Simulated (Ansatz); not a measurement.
# Sb: the cost of one run

Computed with Ansatz 0.2.0 (DFT PBE, scalar-relativistic, unless a step's input says otherwise).

## Step 1: The system as given

The structure is trigonal, space group R-3m (No. 166). Conventional cell: a = 4.301 Å, b = 4.301 Å, c = 11.232 Å, α = 90.00°, β = 90.00°, γ = 120.00°. Around Sb (site symmetry 3m) lie 3 Sb at 2.90 Å.

As a file:

```
CELL_PARAMETERS angstrom
2.15060 1.24165 3.74400
-2.15060 1.24165 3.74400
0.00000 -2.48330 3.74400
ATOMIC_POSITIONS crystal
Sb 0.23364 0.23364 0.23364
Sb 0.76636 0.76636 0.76636
```

Atoms are numbered in the order of the input: Sb1, Sb2.

## Step 2: After the deformation

Space group R-3m before, P-1 after.

## Step 3: All-electron LAPW

The input, input.yaml:

```yaml
crystal:
  lattice:
    - [2.1256720836, 1.2121766789, 3.7270387499]
    - [-2.1755285804, 1.2336826823, 3.7485447533]
    - [-0.0063035032, -2.5020193611, 3.7564164968]
  atoms:
    - { symbol: Sb, position: [0.23364, 0.23364, 0.23364] }
    - { symbol: Sb, position: [0.76636, 0.76636, 0.76636] }
kpoints:
  mp_grid: { grid: [9, 9, 9] }
  band_path:
    path:
      - [0.0, 0.0, 0.0]
      - [0.0, 0.0, -0.5]
      - [0.5, 0.5, 0.5]
      - [0.0, 0.0, 0.0]
      - [0.0, -0.5, 0.0]
      - [0.5, 0.0, 0.0]
      - [0.0, 0.0, 0.0]
      - [0.5, 0.0, 0.5]
      - [0.0, -0.5, -0.5]
    npoints: 5
scf:
  occupations: { method: fermi_dirac, width: 0.05 }
hamiltonian:
  xc: pbe
  pseudopotentials: { kind: all_electron, lapw: { basis_error: 0.0005 } }
output:
  forces: true
  stress: true
  eigenvalues: true
```

Launch:

```bash
ansatz run input.yaml --threads 1 --pin off --max-ram 3072MiB --backend cpu --events-out ev --progress --plain --runs-dir out
```

What time and memory should one allow on 1 thread of Intel Xeon 6975P-C (Granite Rapids), shared host?

About 64 s, with a peak of 1.2 GiB.
